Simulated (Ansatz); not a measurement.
# Symmetry broken, then relaxed in Si

The calculation used DFT r2SCAN, scalar-relativistic, plane waves, PAW (Ansatz). Cutoff 500 eV, Γ-centred 8×8×8 k-points, Gaussian smearing of 0.05 eV. No spin polarisation. Energies are free energies at this smearing, counted from the undisturbed cell; pressure is positive in compression.

Reference structure (relaxed at this level):

```yaml
crystal:
  lattice:
    - [0.00000, 2.72211, 2.72211]
    - [2.72211, 0.00000, 2.72211]
    - [2.72211, 2.72211, 0.00000]
  atoms:
    - { symbol: Si, position: [0.50000, 0.50000, 0.50000] }
    - { symbol: Si, position: [0.75000, 0.75000, 0.75000] }
```

The atoms are displaced (Å, in the unstrained cell):

| atom | ux | uy | uz |
| --- | --- | --- | --- |
| Si1 | -0.030 | 0.014 | -0.035 |
| Si2 | 0.030 | -0.014 | 0.035 |

Cell and atoms are then relaxed.

Problem. Does the relaxation return to the undisturbed structure?

Solution. Yes (up to a choice of domain or origin): same space group and volume, and an energy 0.0 meV/atom from it. The disturbance itself cost 34.5 meV/atom. The final space group reads Fd-3m (tolerance 0.05 Å) and the volume changes by 0.01 %.

Final structure:

```
Si
1.0
     0.00001    2.72227    2.72222
     2.72214    0.00011    2.72213
     2.72224    2.72228    0.00001
Si
2
Cartesian
  2.7222 2.7223 2.7222
  4.0833 4.0835 4.0833
```

The relaxation, step by step (energy from the first step; small jumps at an unchanged geometry come where the plane waves are selected anew for the new cell):

| step | ΔE (meV/atom) | largest force component (eV/Å) | pressure (GPa) |
| --- | --- | --- | --- |
| 1 | 0.0 | 1.034 | 0.38 |
| 2 | -27.3 | 0.094 | 0.18 |
| 3 | -34.4 | 0.010 | 0.00 |
| 4 | -34.5 | 0.000 | 0.00 |
| 5 | -34.5 | 0.000 | 0.00 |

Frames along the relaxation (Å, eV/Å):

```xyz
2
Lattice="0.000 2.722 2.722 2.722 0.000 2.722 2.722 2.722 0.000" Properties=species:S:1:pos:R:3:forces:R:3 pbc="T T T" step=1
Si    2.692    2.737    2.687    0.905   -0.555    1.034
Si    4.113    4.069    4.118   -0.905    0.555   -1.034
2
Lattice="0.013 2.754 2.749 2.700 0.063 2.698 2.754 2.757 0.009" Properties=species:S:1:pos:R:3:forces:R:3 pbc="T T T" step=2
Si    2.738    2.785    2.734    0.088   -0.084    0.094
Si    4.095    4.184    4.087   -0.088    0.084   -0.094
2
Lattice="0.000 2.725 2.724 2.720 0.005 2.719 2.724 2.726 0.000" Properties=species:S:1:pos:R:3:forces:R:3 pbc="T T T" step=3
Si    2.723    2.728    2.722    0.010   -0.006    0.010
Si    4.083    4.092    4.082   -0.010    0.006   -0.010
2
Lattice="0.000 2.722 2.722 2.722 0.000 2.722 2.722 2.722 0.000" Properties=species:S:1:pos:R:3:forces:R:3 pbc="T T T" step=4
Si    2.722    2.722    2.722    0.000    0.000    0.000
Si    4.083    4.084    4.083    0.000    0.000    0.000
2
Lattice="0.000 2.722 2.722 2.722 0.000 2.722 2.722 2.722 0.000" Properties=species:S:1:pos:R:3:forces:R:3 pbc="T T T" step=5
Si    2.722    2.722    2.722    0.000    0.000    0.000
Si    4.083    4.084    4.083    0.000    0.000    0.000
```